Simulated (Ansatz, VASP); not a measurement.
# One calculation of ZrB, two programs

```
CELL_PARAMETERS angstrom
0.00000 2.62091 2.62091
2.62091 0.00000 2.62091
2.62091 2.62091 0.00000
ATOMIC_POSITIONS crystal
Zr 0.75000 0.75000 0.75000
B 0.00000 0.00000 0.00000
```

Alike in both runs: functional PBEsol; k mesh 6 × 6 × 6; occupations gaussian, width 0.1 eV; no spin polarisation.

Ansatz relaxed the structure, and its values are those at the end. VASP's run is a single point on that final structure, the one shown.

|  | VASP | Ansatz |
| --- | --- | --- |
| version | VASP 6.6.1 | Ansatz 0.2.0 |
| potentials or method | VASP PAW PBE potentials, release 64 (Zr_sv, B) | scalar-relativistic, plane waves, PAW |
| plane-wave cutoff (eV) | 520 | 420 |
| valence electrons in the cell | 15 | 15 |

|  | VASP | Ansatz | Ansatz less VASP |
| --- | --- | --- | --- |
| gap on the k mesh at the Fermi level (eV) | none | none | - |
| pressure (GPa) | 0.1 | -0.1 | -0.14 |

A gap of «none» marks a metal or a gap that the smearing closes.

Caveats: the PAW data sets were made with another functional, which shifts forces and pressure a little (VASP).
